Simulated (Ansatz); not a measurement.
# C: a vibration from a frozen displacement

All numbers below come from Ansatz 0.2.0, DFT LDA, scalar-relativistic, plane waves, PAW. The runs took a 420 eV cutoff, a Γ-centred 10×10×10 mesh and Gaussian smearing (0.03 eV). No spin polarisation. Energies are free energies at this smearing, counted from the undisturbed cell; pressure is positive in compression.

The undisturbed cell (relaxed at this level; this form isn't the usual structure):

```
C
1.0
     0.00000   -4.23330    0.00000
    -2.44557   -2.11665   -3.35975
     2.44557   -2.11665   -3.35975
C
8
Direct
  0.83329 0.50000 0.50000
  0.83329 0.00000 0.00000
  0.33329 0.75000 0.25000
  0.33329 0.25000 0.75000
  0.16671 0.50000 0.50000
  0.16671 0.00000 0.00000
  0.66671 0.75000 0.25000
  0.66671 0.25000 0.75000
```

The cell holds layers and no dispersion correction was added, so their binding is poorly described.

Atom 1 (C) is moved by x along the Cartesian unit vector (0.707, 0.707, 0.000); the cell and all other atoms stay fixed. The cell's volume is 69.57 Å³; the moved atoms weigh 12.011 u together and the others 84.077 u.

| x (Å) | ΔE (meV/cell) | total force on the moved atoms along the move (eV/Å) | pressure (GPa) |
| --- | --- | --- | --- |
| -0.1000 | 302.69 | 5.9038 | 1.2155 |
| -0.0750 | 172.44 | 4.5077 | 0.7016 |
| -0.0500 | 77.68 | 3.0660 | 0.3232 |
| -0.0250 | 19.64 | 1.5653 | 0.0898 |
| 0.0000 | 0.00 | -0.0064 | 0.0106 |
| 0.0250 | 20.60 | -1.6553 | 0.0908 |
| 0.0500 | 83.42 | -3.3844 | 0.3427 |
| 0.0750 | 190.69 | -5.2143 | 0.7741 |
| 0.0875 | 261.83 | -6.1742 | 1.0595 |
| 0.1000 | 345.20 | -7.1697 | 1.3924 |

Problem. What frequency belongs to this motion?

Solution. The force constant is k = −dF/dx = 64.410 eV/Å², from the parabola through x = -0.0250, 0 and 0.0250. In every cell the moved atoms swing against the rest, so the mass is μ = m₁m₂/(m₁ + m₂) = 10.510 u, and ν̃ = 521.5 cm⁻¹ × √(|k|/μ) = 1291 cm⁻¹. The pattern needn't be a normal mode: ν̃² is then a weighted mean of the squared nonzero frequencies at the zone centre of this cell, so it lies between the lowest and the highest of them.

Problem. How far does the harmonic law reach?

Solution. At x = -0.100 Å, kx²/2 = 322.05 meV against the computed 302.69 meV (-6.0 %): the well is still close to harmonic there.

In a metal these slopes depend on the k mesh and the smearing.

The displacement lies within a honeycomb sheet, so the steep well mainly measures the stiffness of sp² σ bonds, reinforced by π bonding, rather than the weak coupling between layers. Its asymmetry follows from the threefold bonding. Positive x drives the atom almost head-on into one neighbour, where repulsion rises quickly, while negative x points between two neighbours. At 0.1000 Å the energy is therefore 345.20 meV on the positive side but 302.69 meV on the negative. The deviations from the parabola nearly cancel between the two sides, which suggests a mainly cubic anharmonicity. The pressure rises in both directions, probably because shortened bonds push harder than stretched ones pull.

The 1291 cm⁻¹ value shouldn't be read as the Raman G mode of graphite: moving one atom mixes that stiff optical stretch with softer in-plane vibrations folded in from the zone boundary. Nor does the positive curvature show that the stacking is stable. Adjacent sheets sit midway between two Bernal registries, and the rigid sliding that would test this arrangement wasn't sampled.
